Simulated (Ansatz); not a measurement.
The calculation used DFT PBE, scalar-relativistic, plane waves, PAW (Ansatz). Settings: cutoff 420 eV, Γ-centred meshes spaced at most about 0.3 Å⁻¹, and about 0.25 Å⁻¹ or finer for metals (2π included), Gaussian smearing. No spin polarisation in the final relaxations.

All energies are static (0 K, no zero-point motion).

Two relaxed structures of InGa₂P₃:

A.

```
In Ga P
1.0
    -1.87917    1.87917    7.92119
     1.87917   -1.87917    7.92119
     1.87917    1.87917   -7.92119
In Ga P
1 2 3
Direct
  0.50000 0.50000 0.00000
  0.83239 0.83239 0.00000
  0.16761 0.16761 0.00000
  0.00000 0.00000 0.00000
  0.67218 0.67218 0.00000
  0.32782 0.32782 0.00000
```

B.

```
In Ga P
1.0
     3.75414    0.00000    0.00000
    -1.87707    3.25118    0.00000
     0.00000    0.00000    9.09490
In Ga P
1 2 3
Direct
  0.00000 0.00000 0.50000
  0.66667 0.33333 0.83959
  0.33333 0.66667 0.16041
  0.33333 0.66667 0.68700
  0.66667 0.33333 0.31300
  0.00000 0.00000 0.00000
```

**Question.** Which form is favoured at zero pressure, and by what margin per atom?

**Answer.** B is lower, by 23 meV/atom. A has In and Ga ordered on rock salt sites, space group I4/mmm (No. 139), 18.6 Å³/atom and no gap on its mesh; B has In and Ga ordered on rock salt sites, space group P-3m1 (No. 164), 18.5 Å³/atom and no gap. In A, In has 6 P at 2.66–2.73 Å; around Ga lie 6 P at 2.54–2.66 Å; P on a site of symmetry 4/mmm has 2 Ga at 2.66 Å and 4 In at 2.66 Å; 1 more site not described. In B, In is surrounded by 6 P at 2.76 Å; Ga is surrounded by 6 P at 2.57–2.61 Å; P on a site of symmetry 3m is surrounded by 3 Ga at 2.57 Å and 3 In at 2.76 Å; 1 more site not described. Both come from invented guesses. A third cell relaxed alike, in I-4m2, lies 0.35 eV/atom below the lower of the two.

Cells relaxed within their symmetry can be saddle points.
